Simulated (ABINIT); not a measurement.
# Sb: changing the share of exact exchange

```cif
data_structure
_symmetry_space_group_name_H-M 'R-3m:H'
_symmetry_Int_Tables_number 166
_cell_length_a 4.3084
_cell_length_b 4.3084
_cell_length_c 11.2740
_cell_angle_alpha 90.000
_cell_angle_beta 90.000
_cell_angle_gamma 120.000
_cell_volume 181.23
loop_
_atom_site_label
_atom_site_type_symbol
_atom_site_symmetry_multiplicity
_atom_site_Wyckoff_symbol
_atom_site_fract_x
_atom_site_fract_y
_atom_site_fract_z
_atom_site_occupancy
Sb1 Sb 6 c 0.00000 0.00000 0.76651 1
```

Kept alike: task single point; functional PBE0; k mesh 3 × 3 × 3; occupations fermi-dirac, width 0.05 eV; no spin polarisation. Program: ABINIT, SG15 NC PBE v1.2, cutoff 599 eV. The mesh is that of the run's cell of 2 atoms. No spin-orbit coupling.

| share of exact exchange, α | pressure (GPa) |
| --- | --- |
| 0.05 | 2.36 |
| 0.15 | 0.76 |
| 0.25 | -0.87 |
| 0.35 | ? |
| 0.5 | -5.28 |

The k mesh is coarse, so the values aren't converged. Pressure is positive in compression; the values hold the error of the finite cutoff, so their zero can differ a little from the energy's minimum. All rows use potentials made for PBE. The mesh is thin for exact exchange.

Problem. Fit the rows shown and predict the run at 0.35.

Solution. A least-squares line through the rows shown is pressure = -17.036 α + 3.288 (largest miss 0.101); at α = 0.35 it gives -2.67 GPa. The run gave: pressure -2.68 GPa.
